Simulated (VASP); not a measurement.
# CdSe (P6_3mc) in VASP: a series of runs, part 2 of 2

VASP 6.6.1. The steps go on from the part before.

### 3 Single point, r2SCAN

This run uses another cell than the first one, of 28.87 Å³/atom.

Input file POSCAR:

```
CdSe
1.0
    4.3407184404      0.0000000000      0.0000000000
   -2.1703592202      3.7591724400      0.0000000000
    0.0000000000      0.0000000000      7.0766648644
Cd Se
2 2
Direct
    0.3333333333      0.6666666667      0.0045236756
    0.6666666667      0.3333333333      0.5045236756
    0.3333333333      0.6666666667      0.3804763244
    0.6666666667      0.3333333333      0.8804763244
```

Input file INCAR.step1:

```
PREC = Accurate
ENCUT = 520
ISMEAR = 0
SIGMA = 0.01
LREAL = False
LASPH = True
NELM = 60
NBANDS = 26
GGA = PE
ALGO = Normal
EDIFF = 1E-4
LWAVE = True
LCHARG = False
```

Input file INCAR.step2:

```
PREC = Accurate
ENCUT = 520
EDIFF = 1E-6
ISMEAR = 0
SIGMA = 0.01
LREAL = False
LASPH = True
NELM = 60
ALGO = Normal
ISIF = 2
LWAVE = False
LCHARG = True
METAGGA = R2SCAN
LMIXTAU = True
LELF = True
LVHAR = True
NBANDS = 26
ISTART = 1
```

Input file KPOINTS:

```
Automatic mesh
0
Gamma
  6 6 4
```

Potentials or basis: VASP PAW PBE potentials, release 64 (Cd, Se).

Run with:

```
> cat potpaw_PBE.64/Cd/POTCAR potpaw_PBE.64/Se/POTCAR > POTCAR
> cp INCAR.step1 INCAR
> mpirun -np 1 vasp_std > vasp.out
> cp INCAR.step2 INCAR
> mpirun -np 1 vasp_std > vasp.out
```

It took 2.5 min on 1 thread of Intel Xeon Platinum 8488C (Sapphire Rapids), shared host; peak memory 0.26 GiB.

It converged, with:

| Property | Result |
| --- | --- |
| Free energy | -71.8298 eV |
| Pressure | 0.2 GPa |
| Band gap on the k mesh | 1.09 eV |

Levels at points of the mesh, in eV from the valence-band top:
```csv
k point,band 15,band 16,band 17,band 18,band 19,band 20,band 21,band 22
"(0.00, 0.00, 0.00)",-0.74,-0.04,0.00,0.00,1.09,2.64,6.38,6.38
"(0.50, 0.00, 0.00)",-2.58,-1.80,-1.28,-0.73,3.63,3.71,5.09,6.55
"(0.00, 0.00, 0.50)",-0.38,-0.38,-0.38,-0.38,2.78,2.78,6.27,6.27
"(0.50, 0.00, 0.50)",-1.31,-1.31,-1.31,-1.31,3.33,3.33,5.27,5.27
```

Caveat: the PAW data sets were made with another functional, which shifts forces and pressure a little.

### 4 Single point, r2SCAN (29.73 Å³/atom)

This run uses another cell than the first one, of 29.73 Å³/atom.

Input file POSCAR:

```
CdSe
1.0
    4.3836986459      0.0000000000      0.0000000000
   -2.1918493229      3.7963943899      0.0000000000
    0.0000000000      0.0000000000      7.1467354102
Cd Se
2 2
Direct
    0.3333333333      0.6666666667      0.0045236756
    0.6666666667      0.3333333333      0.5045236756
    0.3333333333      0.6666666667      0.3804763244
    0.6666666667      0.3333333333      0.8804763244
```

Input file INCAR.step1:

```
  PREC = Accurate
  ENCUT = 520
  ISMEAR = 0
  SIGMA = 0.01
  LREAL = False
  LASPH = True
  NELM = 80
  NBANDS = 26
  GGA = PE
  ALGO = Normal
  EDIFF = 1E-4
  LWAVE = True
  LCHARG = False
```

Input file INCAR.step2:

```
  PREC = Accurate
  ENCUT = 520
  EDIFF = 1E-7
  ISMEAR = 0
  SIGMA = 0.01
  LREAL = False
  LASPH = True
  NELM = 80
  ALGO = Normal
  ISIF = 2
  LWAVE = False
  LCHARG = False
  METAGGA = R2SCAN
  LMIXTAU = True
  NBANDS = 26
  ISTART = 1
```

KPOINTS is that of step 3.

Run with:

```
> cat potpaw_PBE.64/Cd/POTCAR potpaw_PBE.64/Se/POTCAR > POTCAR
> cp INCAR.step1 INCAR
> mpirun -np 1 vasp_std > vasp.out
> cp INCAR.step2 INCAR
> mpirun -np 1 vasp_std > vasp.out
```

It took 3.7 min on 1 thread of Intel Xeon Platinum 8488C (Sapphire Rapids), shared host; peak memory 0.3 GiB.

Results (log left out):

```
Free energy            : -71.8191 eV
Pressure               : -1.2 GPa
Band gap on the k mesh : 1.02 eV
```

Levels at points of the mesh, in eV from the valence-band top:
| k point | band 15 | band 16 | band 17 | band 18 | band 19 | band 20 | band 21 | band 22 |
| --- | --- | --- | --- | --- | --- | --- | --- | --- |
| (0.00, 0.00, 0.00) | -0.70 | -0.04 | 0.00 | 0.00 | 1.02 | 2.60 | 6.37 | 6.37 |
| (0.50, 0.00, 0.00) | -2.45 | -1.71 | -1.21 | -0.69 | 3.56 | 3.70 | 5.10 | 6.43 |
| (0.00, 0.00, 0.50) | -0.36 | -0.36 | -0.36 | -0.36 | 2.71 | 2.71 | 6.21 | 6.21 |
| (0.50, 0.00, 0.50) | -1.25 | -1.25 | -1.23 | -1.23 | 3.31 | 3.31 | 5.25 | 5.25 |

Caveat: the PAW data sets were made with another functional, which shifts forces and pressure a little.

### 5 Single point, r2SCAN (30.60 Å³/atom)

This run uses another cell than the first one, of 30.60 Å³/atom.

Input file POSCAR:

```
CdSe
1.0
    4.4258521803      0.0000000000      0.0000000000
   -2.2129260901      3.8329004216      0.0000000000
    0.0000000000      0.0000000000      7.2154582357
Cd Se
2 2
Direct
    0.3333333333      0.6666666667      0.0045236756
    0.6666666667      0.3333333333      0.5045236756
    0.3333333333      0.6666666667      0.3804763244
    0.6666666667      0.3333333333      0.8804763244
```

Input file INCAR.step1:

```
ALGO = Normal
EDIFF = 1E-4
ENCUT = 520
GGA = PE
ISMEAR = 0
LASPH = T
LCHARG = F
LREAL = F
LWAVE = T
NBANDS = 26
NELM = 100
PREC = Accurate
SIGMA = 0.01
```

Input file INCAR.step2:

```
ALGO = Normal
EDIFF = 1E-6
ENCUT = 520
ISIF = 2
ISMEAR = 0
ISTART = 1
LASPH = T
LCHARG = T
LELF = T
LMIXTAU = T
LREAL = F
LVHAR = T
LWAVE = F
METAGGA = R2SCAN
NBANDS = 26
NELM = 100
PREC = Accurate
SIGMA = 0.01
```

Input file KPOINTS:

```
k-points
0
Gamma
  6 6 4
```

Potentials or basis: VASP PAW PBE potentials, release 64 (Cd, Se).

Run with:

```
> cat potpaw_PBE.64/Cd/POTCAR potpaw_PBE.64/Se/POTCAR > POTCAR
> cp INCAR.step1 INCAR
> mpirun -np 1 vasp_std > vasp.out
> cp INCAR.step2 INCAR
> mpirun -np 1 vasp_std > vasp.out
```

OUTCAR:

```text
EDIFF = 1E-6
   ENCUT = 520
   ISIF = 2
   ISMEAR = 0
   ISTART = 1
   LASPH = T
   LREAL = F
   METAGGA = R2SCAN
   NELM = 100
   PREC = Accurate

 ion  position               nearest neighbor table
   1  0.333  0.667  0.005-   4 2.71   4 2.71   4 2.71   3 2.71
   2  0.667  0.333  0.505-   3 2.71   3 2.71   3 2.71   4 2.71
   3  0.333  0.667  0.380-   2 2.71   2 2.71   2 2.71   1 2.71
   4  0.667  0.333  0.880-   1 2.71   1 2.71   1 2.71   2 2.71

[... 804 lines left out ...]

  FORCE on cell =-STRESS in cart. coord.  units (eV):
  Direction    XX          YY          ZZ          XY          YZ          ZX
  --------------------------------------------------------------------------------------
  -------------------------------------------------------------------------------------
  Total       -1.8623552     -1.8623552     -1.8652009     -0.0000000      0.0000000      0.0000000
  in kB      -24.3772519    -24.3772519    -24.4144997     -0.0000000      0.0000000      0.0000000
  external PRESSURE =     -24.3896678 kB  Pullay stress =       0.0000000 kB

 VOLUME and BASIS-vectors are now :
 -----------------------------------------------------------------------------
  energy-cutoff  :      520.00
  volume of cell :      122.40
      direct lattice vectors                 reciprocal lattice vectors
     4.425852180  0.000000000  0.000000000     0.225945187  0.130449515  0.000000000
    -2.212926090  3.832900422  0.000000000     0.000000000  0.260899029  0.000000000
     0.000000000  0.000000000  7.215458236     0.000000000  0.000000000  0.138591336

 POSITION                                       TOTAL-FORCE (eV/Angst)
 -----------------------------------------------------------------------------------
     -0.00000      2.55527      0.03264        -0.000000     -0.000000     -0.002911
      2.21293      1.27763      3.64037         0.000000      0.000000     -0.002911
     -0.00000      2.55527      2.74531        -0.000000      0.000000      0.002911
      2.21293      1.27763      6.35304        -0.000000     -0.000000      0.002911
 -----------------------------------------------------------------------------------
    total drift:                               -0.000000     -0.000000      0.004387

  FREE ENERGIE OF THE ION-ELECTRON SYSTEM (eV)
  ---------------------------------------------------
  free  energy   TOTEN  =       -71.7794612522 eV

  energy  without entropy=      -71.7794612522  energy(sigma->0) =      -71.77946125
```

OUTCAR.step1:

```text
EDIFF = 1E-4
   ENCUT = 520
   GGA = PE
   ISMEAR = 0
[... 835 lines left out ...]
     -0.00000      2.55527      0.03264         0.000000     -0.000000     -0.000993
      2.21293      1.27763      3.64037        -0.000000     -0.000000     -0.000993
     -0.00000      2.55527      2.74531        -0.000000      0.000000      0.000993
      2.21293      1.27763      6.35304         0.000000     -0.000000      0.000993
 -----------------------------------------------------------------------------------
    total drift:                               -0.000000     -0.000000      0.000829

  FREE ENERGIE OF THE ION-ELECTRON SYSTEM (eV)
  ---------------------------------------------------
  free  energy   TOTEN  =       -10.9832733187 eV

  energy  without entropy=      -10.9832733187  energy(sigma->0) =      -10.98327332
```

Run time: 3.3 min. Hardware: 1 thread of Intel Xeon Platinum 8488C (Sapphire Rapids), shared host; peak memory 0.3 GiB.

What came out:

```
Free energy            : -71.7795 eV
Pressure               : -2.4 GPa
Band gap on the k mesh : 0.95 eV
```

Forces in eV/Å, atoms in the order of the input:
```
Cd   0.000  0.000 -0.003
Cd   0.000  0.000 -0.003
Se   0.000  0.000  0.003
Se   0.000  0.000  0.003
```

Levels at points of the mesh, in eV from the valence-band top:
```
           k point  band 16  band 17  band 18  band 19  band 20  band 21
(0.00, 0.00, 0.00)    -0.04     0.00     0.00     0.95     2.56     6.36
(0.50, 0.00, 0.00)    -1.62    -1.14    -0.65     3.48     3.69     5.10
(0.00, 0.00, 0.50)    -0.34    -0.34    -0.34     2.64     2.64     6.16
(0.50, 0.00, 0.50)    -1.18    -1.17    -1.17     3.28     3.28     5.24
```

Caveat: the PAW data sets were made with another functional, which shifts forces and pressure a little.

### 6 Summary

```tsv
cell	gap on the mesh (eV)	pressure (GPa)
a = 4.297, b = 4.297, c = 7.005 Å, angles 90.0, 90.0, 120.0°, 4 atoms	1.17	2.0
a = 4.341, b = 4.341, c = 7.077 Å, angles 90.0, 90.0, 120.0°, 4 atoms	1.09	0.2
a = 4.384, b = 4.384, c = 7.147 Å, angles 90.0, 90.0, 120.0°, 4 atoms	1.02	-1.2
a = 4.426, b = 4.426, c = 7.215 Å, angles 90.0, 90.0, 120.0°, 4 atoms	0.95	-2.4
```

Alike in all rows: task single point; level r2SCAN; potentials or basis VASP PAW PBE potentials, release 64 (Cd, Se); no spin polarisation; k mesh 6 × 6 × 4; cutoff (eV) 520; smearing gaussian 0.01 eV.

Caveats: the PAW data sets were made with another functional, which shifts forces and pressure a little.

Absolute energies hang on the potentials; compare differences alone.

### 7 Against experiment

Step 3. Against the measured gap of CdSe, 1.841 eV (2 K; a printed reference work, data compilation), the calculated 1.09 eV is off by -0.75 eV. Spin-orbit coupling on Cd, Se is left out. The value is that of r2SCAN, without temperature or zero-point motion.
